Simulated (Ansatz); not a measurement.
# InSe: the cost of one run

Method: DFT, PBE, all-electron LAPW, scalar-relativistic, in Ansatz 0.2.0.

A COD entry behind a cell of this session may itself be a prediction, so a difference from it is no test against experiment.

### 1 Starting point

Symmetry: R3m, No. 160, trigonal system. Conventional cell: a = 4.000 Å, b = 4.000 Å, c = 24.950 Å, α = 90.00°, β = 90.00°, γ = 120.00°. In (site symmetry 3m) has 3 Se at 2.64 Å and 1 In at 2.80 Å as nearest neighbours. Around Se (site symmetry 3m) lie 3 In at 2.64 Å.

Structure file:

```cif
data_structure
_symmetry_space_group_name_H-M 'P 1'
_symmetry_Int_Tables_number 1
_cell_length_a 8.6314
_cell_length_b 8.6314
_cell_length_c 8.6314
_cell_angle_alpha 26.796
_cell_angle_beta 26.796
_cell_angle_gamma 26.796
_cell_volume 115.24
loop_
_atom_site_label
_atom_site_type_symbol
_atom_site_fract_x
_atom_site_fract_y
_atom_site_fract_z
_atom_site_occupancy
In1 In 0.00000 0.00000 0.00000 1
In2 In 0.11220 0.11220 0.11220 1
Se1 Se 0.61550 0.61550 0.61550 1
Se2 Se 0.83000 0.83000 0.83000 1
```

The geometry is a database entry used as it stands. It may stem from high pressure or temperature, or be incomplete, so it serves as a test cell.

Atoms are numbered in the order of the input: In1, In2, Se3, Se4.

### 2 With Fermi–Dirac smearing of 0.28 eV

Input file input.yaml:

```yaml
crystal:
  lattice:
    - [1.9999996503, 1.1547003365, 8.31667]
    - [-1.9999996503, 1.1547003365, 8.31667]
    - [0.0, -2.309400673, 8.31667]
  atoms:
    - { symbol: In, position: [0.0, 0.0, 0.0] }
    - { symbol: In, position: [0.1122, 0.1122, 0.1122] }
    - { symbol: Se, position: [0.6155, 0.6155, 0.6155] }
    - { symbol: Se, position: [0.83, 0.83, 0.83] }
kpoints:
  mp_grid: { grid: [7, 7, 7] }
scf:
  occupations: { method: fermi_dirac, width: 0.28 }
hamiltonian:
  xc: pbe
  pseudopotentials: { kind: all_electron, lapw: { basis_error: 0.001 } }
output:
  forces: true
  stress: true
  eigenvalues: true
```

On the command line:

```
$ ansatz run input.yaml --threads 1 --pin off --max-ram 4096MiB --backend cpu --events-out ev --progress --plain --runs-dir out
```

What time and memory should one allow on 1 thread of Intel Xeon at 2.70GHz, shared host?

About 2.1 min, with a peak of 0.63 GiB.
